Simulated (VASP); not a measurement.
A run of VASP 6.6.1 is set up as follows.

INCAR

```
SYSTEM = Si6Mo
  PREC = Accurate
  ENCUT = 520
  EDIFF = 1E-6
  ISMEAR = 0
  SIGMA = 0.1
  LREAL = .False.
  LASPH = .True.
  NELM = 80
  ALGO = Normal
  ISIF = 2
  LWAVE = .False.
  LCHARG = .True.
  GGA = PE
  LELF = .True.
  LVHAR = .True.
  NBANDS = 28
```

Contents of KPOINTS:

```
Automatic mesh
0
Gamma
  4 4 4
  0 0 0
```

Contents of POSCAR:

```
Si6Mo
1.0
    0.0000000000      3.9226479500      3.9226479500
    3.9226479500      0.0000000000      3.9226479500
    3.9226479500      3.9226479500      0.0000000000
Si Mo
6 1
Direct
    0.7368433200      0.2631566800      0.2631566800
    0.2631566800      0.7368433200      0.7368433200
    0.2631566800      0.7368433200      0.2631566800
    0.7368433200      0.2631566800      0.7368433200
    0.2631566800      0.2631566800      0.7368433200
    0.7368433200      0.7368433200      0.2631566800
    0.5000000000      0.5000000000      0.5000000000
```

Potentials or basis: VASP PAW PBE potentials, release 64 (Si, Mo_sv).

Run with:

```console
$ cat potpaw_PBE.64/Si/POTCAR potpaw_PBE.64/Mo_sv/POTCAR > POTCAR
$ mpirun -np 1 vasp_std > vasp.out
```

Task: Estimate the pressure.

Result: 66.8 GPa.

Task: Estimate the band gap on the k mesh.

Result: None (metal or under the smearing width).

Task: What does it give for the largest force?

Result: 17.980 eV/Å.

Forces in eV/Å, atoms in the order of the input:
```
Si  -17.980   0.000   0.000
Si   17.980   0.000   0.000
Si    0.000 -17.980   0.000
Si    0.000  17.980   0.000
Si    0.000   0.000 -17.980
Si    0.000   0.000  17.980
Mo    0.000   0.000   0.000
```

Caveat: a pressure of tens of GPa on the cell as given is suspect, and the run, the potentials or the cell itself is likely at fault; forces of over 1 eV/Å show positions far from the minimum, so gaps and moduli don't describe the material at rest.
